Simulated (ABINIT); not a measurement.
# Hf (Im-3m) in ABINIT: a series of runs

The runs below take Hf through single point, relaxation of cell and atoms, with PBEsol.

All numbers are computed with ABINIT 10.8.3 (patched build); they aren't measurements. Logs are shortened: lines on timing, memory, paths and dates and some standing lists are left out, and cuts for length are marked. The log counts tension as positive stress, the text compression.

### 1 The crystal as given

The structure is cubic, space group Im-3m (No. 229). Conventional cell: a = 3.610 Å, b = 3.610 Å, c = 3.610 Å, α = 90.00°, β = 90.00°, γ = 90.00°. Around Hf (site symmetry m-3m) lie 8 Hf at 3.13 Å.

This isn't the form of Hf at room conditions, which is hcp.

### 2 Single point, PBEsol

run.abi reads:

```
# Pseudopotentials
pp_dirpath "./"
pseudos "Hf.upf"

# Structure
acell 3*1.0 Angstrom
rprim
    -1.8050000000     1.8050000000     1.8050000000
     1.8050000000    -1.8050000000     1.8050000000
     1.8050000000     1.8050000000    -1.8050000000
ntypat 1
znucl 72
natom 1
typat 1
xred
     0.0000000000     0.0000000000     0.0000000000

# Plane-wave basis
ecut 62.0

# k points
kptopt 1
ngkpt 8 8 8
nshiftk 1
shiftk 0.0 0.0 0.0

# Exchange and correlation
ixc -116133

# Bands and occupations
nband 17
occopt 3
tsmear 0.00183747

# SCF cycle
nstep 100
tolvrs 1.0e-10

# Output
iomode 3
prtwf 0
prtden 0
prteig 0
prtebands 0
enunit 1
```

Potentials or basis: PseudoDojo NC SR PBEsol v0.4 stringent.

Started as:

```console
$ mpirun --bind-to none -np 4 abinit run.abi > log 2>&1
```

run.abo:

```text
.Version 10.8.3 of ABINIT
 Symmetries : space group Im -3 m (#229); Bravais cI (body-center cubic)
================================================================================
 Values of the parameters that define the memory need of the present run
     intxc =       0    ionmov =       0      iscf =       7    lmnmax =       8
     lnmax =       8     mgfft =      45  mpssoang =       4    mqgrid =    3001
     natom =       1  nloc_mem =       1    nspden =       1   nspinor =       1
    nsppol =       1      nsym =      48    n1xccc =    2501    ntypat =       1
    occopt =       3   xclevel =       2
       mpw =        3721          nfft =       91125          nkpt =          29
================================================================================
================================================================================

--------------------------------------------------------------------------------
------------- Echo of variables that govern the present computation ------------
--------------------------------------------------------------------------------
 -outvars: echo values of preprocessed input variables --------
            acell      1.8897261259E+00  1.8897261259E+00  1.8897261259E+00 Bohr
              amu      1.78490000E+02
             ecut      6.20000000E+01 Hartree
           enunit           1
              ixc     -116133
         kptrlatt        8    0    0      0    8    0      0    0    8
          kptrlen      4.72635880E+01
            natom           1
            nband          17
            ngfft          45      45      45
             nkpt          29
            nstep         100
             nsym          48
           ntypat           1
           occopt           3
           prtden           0
        prtebands           0
           prteig           0
            prtwf           0
            rprim     -1.8050000000E+00  1.8050000000E+00  1.8050000000E+00
                       1.8050000000E+00 -1.8050000000E+00  1.8050000000E+00
                       1.8050000000E+00  1.8050000000E+00 -1.8050000000E+00
          spgroup         229
           tolvrs      1.00000000E-10
           tsmear      1.83747000E-03 Hartree
            typat      1
            znucl       72.00000

================================================================================

 chkinp: Checking input parameters for consistency.

================================================================================
== DATASET  1 ==================================================================

--- !DatasetInfo
iteration_state: {dtset: 1, }
dimensions: {natom: 1, nkpt: 29, mband: 17, nsppol: 1, nspinor: 1, nspden: 1, mpw: 3721, }
cutoff_energies: {ecut:  62.0, pawecutdg:  -1.0, }
electrons: {nelect:   2.60000000E+01, charge:   0.00000000E+00, occopt:   3.00000000E+00, tsmear:   1.83747000E-03, }
meta: {optdriver: 0, ionmov: 0, optcell: 0, iscf: 7, paral_kgb: 0, }
...

 Real(R)+Recip(G) space primitive vectors, cartesian coordinates (Bohr,Bohr^-1):
 R(1)= -3.4109557  3.4109557  3.4109557  G(1)=  0.0000000  0.1465865  0.1465865
 R(2)=  3.4109557 -3.4109557  3.4109557  G(2)=  0.1465865  0.0000000  0.1465865
 R(3)=  3.4109557  3.4109557 -3.4109557  G(3)=  0.1465865  0.1465865  0.0000000
 Unit cell volume ucvol=  1.5874067E+02 bohr^3
 Angles (23,13,12)=  1.09471221E+02  1.09471221E+02  1.09471221E+02 degrees

 getcut: wavevector=  0.0000  0.0000  0.0000  ngfft=  45  45  45
         ecut(hartree)=     62.000   => boxcut(ratio)=   2.10223

--- Pseudopotential description ------------------------------------------------
- pspini: atom type   1  psp file is ./Hf.upf
12 -116133 3 -1 1656                          pspcod,pspxc,lmax,lloc,mmax
     nproj     2     2     2     2

   9.20885910E+02                                ecore*ucvol(ha*bohr**3)
--------------------------------------------------------------------------------

================================================================================

--- !BeginCycle
iteration_state: {dtset: 1, }
solver: {iscf: 7, nstep: 100, nline: 4, wfoptalg: 0, }
tolerances: {tolvrs: 1.00E-10, }
...

     iter   Etot(hartree)      deltaE(h)  residm     vres2
 ETOT  1  -267.28586980112    -2.673E+02 1.797E+00 6.469E+04
 ETOT  2  -272.27599135972    -4.990E+00 8.948E-01 1.199E+05
 ETOT  3  -281.85667945571    -9.581E+00 1.006E-01 2.340E+04
 ETOT  4  -283.03280924630    -1.176E+00 1.462E-02 1.084E+04
 ETOT  5  -283.51467523260    -4.819E-01 1.379E-02 5.729E+03
 ETOT  6  -283.83521533342    -3.205E-01 5.789E-03 2.343E+03
 ETOT  7  -283.96396100117    -1.287E-01 2.994E-03 9.913E+02
 ETOT  8  -284.05889507454    -9.493E-02 3.609E-03 1.069E+01
 ETOT  9  -284.05728041131     1.615E-03 3.205E-04 2.757E+01
 ETOT 10  -284.05995022837    -2.670E-03 1.504E-04 1.981E-02
 ETOT 11  -284.05995620884    -5.980E-06 1.689E-05 4.046E-03
 ETOT 12  -284.05995685572    -6.469E-07 1.106E-06 2.024E-05
 ETOT 13  -284.05995685875    -3.031E-09 4.298E-07 5.371E-06
 ETOT 14  -284.05995685951    -7.574E-10 2.841E-08 3.951E-07
 ETOT 15  -284.05995685961    -1.001E-10 1.850E-08 1.795E-08
 ETOT 16  -284.05995685963    -2.137E-11 8.024E-10 1.419E-11

 At SCF step   16       vres2   =  1.42E-11 < tolvrs=  1.00E-10 =>converged.

 Cartesian components of stress tensor (hartree/bohr^3)
  sigma(1 1)=  3.54171480E-04  sigma(3 2)=  0.00000000E+00
  sigma(2 2)=  3.54171480E-04  sigma(3 1)=  0.00000000E+00
  sigma(3 3)=  3.54171480E-04  sigma(2 1)=  0.00000000E+00

--- !ResultsGS
iteration_state: {dtset: 1, }
comment   : Summary of ground state results
lattice_vectors:
- [ -3.4109557,   3.4109557,   3.4109557, ]
- [  3.4109557,  -3.4109557,   3.4109557, ]
- [  3.4109557,   3.4109557,  -3.4109557, ]
lattice_lengths: [   5.90795,    5.90795,    5.90795, ]
lattice_angles: [109.471, 109.471, 109.471, ] # degrees, (23, 13, 12)
lattice_volume:   1.5874067E+02
convergence: {deltae: -2.137E-11, res2:  1.419E-11, residm:  8.024E-10, diffor: null, }
etotal    :  -2.84059957E+02
entropy   :   0.00000000E+00
fermie    :   4.25551362E-01
cartesian_stress_tensor: # hartree/bohr^3
- [  3.54171480E-04,   0.00000000E+00,   0.00000000E+00, ]
- [  0.00000000E+00,   3.54171480E-04,   0.00000000E+00, ]
- [  0.00000000E+00,   0.00000000E+00,   3.54171480E-04, ]
pressure_GPa:  -1.0420E+01
xred      :
- [  0.0000E+00,   0.0000E+00,   0.0000E+00, Hf]
cartesian_forces: # hartree/bohr
- [ -0.00000000E+00,  -0.00000000E+00,  -0.00000000E+00, ]
force_length_stats: {min:   0.00000000E+00, max:   0.00000000E+00, mean:   0.00000000E+00, }
...

 Integrated electronic density in atomic spheres:
 ------------------------------------------------
 Atom  Sphere_radius  Integrated_density
    1        2.00000         22.28093415
================================================================================

 ----iterations are completed or convergence reached----

 Mean square residual over all n,k,spin=   49.680E-13; max=  80.238E-11
 reduced coordinates (array xred) for    1 atoms
       0.000000000000      0.000000000000      0.000000000000
 rms dE/dt=  0.0000E+00; max dE/dt=  0.0000E+00; dE/dt below (all hartree)
    1       0.000000000000      0.000000000000      0.000000000000

 cartesian coordinates (angstrom) at end:
    1      0.00000000000000     0.00000000000000     0.00000000000000

 cartesian forces (hartree/bohr) at end:
    1     -0.00000000000000    -0.00000000000000    -0.00000000000000
 frms,max,avg= 0.0000000E+00 0.0000000E+00   0.000E+00  0.000E+00  0.000E+00 h/b

 cartesian forces (eV/Angstrom) at end:
    1     -0.00000000000000    -0.00000000000000    -0.00000000000000
 frms,max,avg= 0.0000000E+00 0.0000000E+00   0.000E+00  0.000E+00  0.000E+00 e/A
 length scales=  1.889726125908  1.889726125908  1.889726125908 bohr
              =  1.000000000000  1.000000000000  1.000000000000 angstroms
 Fermi (or HOMO) energy (eV) =  11.57984   Average Vxc (eV)= -12.11256
 Eigenvalues (   eV  ) for nkpt=  29  k points:
 kpt#   1, nband= 17, wtk=  0.00195, kpt=  0.0000  0.0000  0.0000 (reduced coord)
 -50.16689  -18.42787  -18.42787  -18.42787    0.02033    0.02033    0.02033    0.08519
   0.08519    0.08519    0.10545    4.69594   13.03704   13.03704   13.03704   15.68739
  15.68739
 prteigrs : prtvol=0 or 1, do not print more k-points.

--- !EnergyTerms
iteration_state     : {dtset: 1, }
comment             : Components of total free energy in Hartree
kinetic             :  1.97313624310988E+02
hartree             :  9.57226666948136E+01
xc                  : -4.04732026667465E+01
Ewald energy        : -1.80310304432526E+02
psp_core            :  5.80119702866944E+00
local_psp           : -2.82196817460140E+02
non_local_psp       : -7.99165193448990E+01
internal            : -2.84059355869840E+02
'-kT*entropy'       : -6.00989790127735E-04
total_energy        : -2.84059956859630E+02
total_energy_eV     : -7.72966520312410E+03
band_energy         : -6.33871147587778E+00
...

 Cartesian components of stress tensor (hartree/bohr^3)
  sigma(1 1)=  3.54171480E-04  sigma(3 2)=  0.00000000E+00
  sigma(2 2)=  3.54171480E-04  sigma(3 1)=  0.00000000E+00
  sigma(3 3)=  3.54171480E-04  sigma(2 1)=  0.00000000E+00

-Cartesian components of stress tensor (GPa)         [Pressure= -1.0420E+01 GPa]
- sigma(1 1)=  1.04200847E+01  sigma(3 2)=  0.00000000E+00
- sigma(2 2)=  1.04200847E+01  sigma(3 1)=  0.00000000E+00
- sigma(3 3)=  1.04200847E+01  sigma(2 1)=  0.00000000E+00

== END DATASET(S) ==============================================================
================================================================================

 -outvars: echo values of variables after computation  --------
            acell      1.8897261259E+00  1.8897261259E+00  1.8897261259E+00 Bohr
           etotal     -2.8405995686E+02
            fcart     -0.0000000000E+00 -0.0000000000E+00 -0.0000000000E+00
            rprim     -1.8050000000E+00  1.8050000000E+00  1.8050000000E+00
                       1.8050000000E+00 -1.8050000000E+00  1.8050000000E+00
                       1.8050000000E+00  1.8050000000E+00 -1.8050000000E+00
           strten      3.5417147979E-04  3.5417147979E-04  3.5417147979E-04
                       0.0000000000E+00  0.0000000000E+00  0.0000000000E+00
 Calculation completed.
```

Run time: 27 s. Hardware: 4 MPI ranks of Arm Neoverse V2, shared host; peak memory 0.32 GiB.

What came out:

- Free energy: -7729.6652 eV
- Pressure: -10.4 GPa
- Band gap on the k mesh: none (metal or under the smearing width)
- Valence electrons inside the program's atomic spheres: Hf 22.28 (radii [1.0584] Å)

Spin-orbit coupling is left out, which matters for the levels of Hf.

### 3 Relaxation of cell and atoms, PBEsol

run.abi reads:

```
# Pseudopotentials
pp_dirpath "./"
pseudos "Hf.upf"

# Structure
acell 3*1.0
rprim
    -3.4109556549     3.4109556549     3.4109556549
     3.4109556549    -3.4109556549     3.4109556549
     3.4109556549     3.4109556549    -3.4109556549
ntypat 1
znucl 72
natom 1
typat 1
chkprim 0
chksymtnons 0
tolsym 1.0e-6
xred
            0.0            0.0            0.0

# Plane-wave basis
ecut 789.130201 eV
ecutsm 0.5

# k points
kptopt 1
ngkpt 8 8 8
nshiftk 1
shiftk 0.0 0.0 0.0

# Exchange and correlation
ixc -116133

# Bands and occupations
nband 10
occopt 3
tsmear 0.05 eV

# SCF cycle
nstep 80
tolvrs 1.0e-12

# Output
iomode 3
prteig 0
prtebands 0
prtwf 0
prtden 0

# Relaxation
ionmov 2
optcell 2
ntime 50
tolmxf 2.0e-5
dilatmx 1.08
```

Potentials or basis: PseudoDojo NC SR PBEsol v0.4.1 standard.

Started as:

```console
$ mpirun --bind-to none -np 4 abinit run.abi > log 2>&1
```

Wall time 11 s (4 MPI ranks of Intel Xeon 6975P-C (Granite Rapids), shared host); peak memory 0.24 GiB.

Results (log left out):

```yaml
Free_energy: -1534.0610 eV
Relaxed_volume: 21.39 Å³/atom
Relaxed_cell: a = 3.029 Å, b = 3.029 Å, c = 3.029 Å, α = 109.47°, β = 109.47°, γ = 109.47°
Space_group_after_relaxing_to_0.05_Å: Im-3m (No. 229)
Energy_gained_by_relaxing: 64.2 meV/atom
Ionic_steps: 5
Pressure_after_relaxing: 0.0 GPa
Band_gap_on_the_k_mesh: none (metal or under the smearing width)
```

Step by step:
| step | energy change (eV) | largest force (eV/Å) | pressure (GPa) | volume (Å³) |
| --- | --- | --- | --- | --- |
| 1 | 0.0000 | 0.0000 | -9.03 | 23.52 |
| 2 | -0.0317 | 0.0000 | -6.69 | 22.88 |
| 3 | -0.0639 | 0.0000 | 0.64 | 21.27 |
| 4 | -0.0642 | 0.0000 | -0.03 | 21.40 |
| 5 | -0.0642 | 0.0000 | 0.00 | 21.39 |

Final structure:
```cif
data_structure
_symmetry_space_group_name_H-M 'P 1'
_symmetry_Int_Tables_number 1
_cell_length_a 3.0291
_cell_length_b 3.0291
_cell_length_c 3.0291
_cell_angle_alpha 109.471
_cell_angle_beta 109.471
_cell_angle_gamma 109.471
_cell_volume 21.39
loop_
_atom_site_label
_atom_site_type_symbol
_atom_site_fract_x
_atom_site_fract_y
_atom_site_fract_z
_atom_site_occupancy
Hf1 Hf 0.00000 0.00000 0.00000 1
```

The run has no spin-orbit coupling, so splittings on Hf are missing.
